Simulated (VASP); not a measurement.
Set up this calculation in VASP 6.6.1, as the native input.

```
Task                   : electrostatic potential
Functional             : revPBE
Dispersion             : D3(BJ)
Potentials or basis    : VASP PAW PBE potentials, release 64 (Pb_d)
Cutoff                 : 520 eV
k mesh                 : 14 × 14 × 14
Occupations            : methfessel-paxton, width 0.1 eV
Spin                   : no spin polarisation
Further INCAR settings : ALGO = Normal; EDIFF = 1e-06
```

The structure of Pb lies in POSCAR:

```
Pb                                      
1.0
    0.0000000000      2.4668450044      2.4668450044
    2.4668450044     -0.0000000000      2.4668450044
    2.4668450044      2.4668450044     -0.0000000000
  Pb            
     1
Direct
     0.0000000000000000    0.0000000000000000    0.0000000000000000
```

The cell was built by a generator and needn't be a form met in nature.

These files were run (other wordings do the same):

INCAR

```
PREC = Accurate ; ENCUT = 520
EDIFF = 1E-6 ; ISMEAR = 1
SIGMA = 0.1 ; LREAL = F
LASPH = T ; NELM = 100
ALGO = Normal ; ISIF = 2
LWAVE = F ; LCHARG = T
GGA = RE ; IVDW = 12
LVHAR = T
```

KPOINTS

```
regular mesh
0
Gamma
  14 14 14
```

Potentials or basis: VASP PAW PBE potentials, release 64 (Pb_d).

The run is started by

```bash
$ cat potpaw_PBE.64/Pb_d/POTCAR > POTCAR
$ mpirun -np 1 vasp_std > vasp.out
```

It gave:

```
Pressure                   : 0.0 GPa
Band gap on the k mesh     : none (metal or under the smearing width)
Dispersion energy per atom : -0.742 eV
```

Caveat: the PAW data sets were made with another functional, which shifts forces and pressure a little; pairwise dispersion overbinds metals, which lowers pressure and volume.

It took 19 s on 1 thread of AMD EPYC 9R14 (Zen 4) (shared host), peak memory 0.16 GiB.
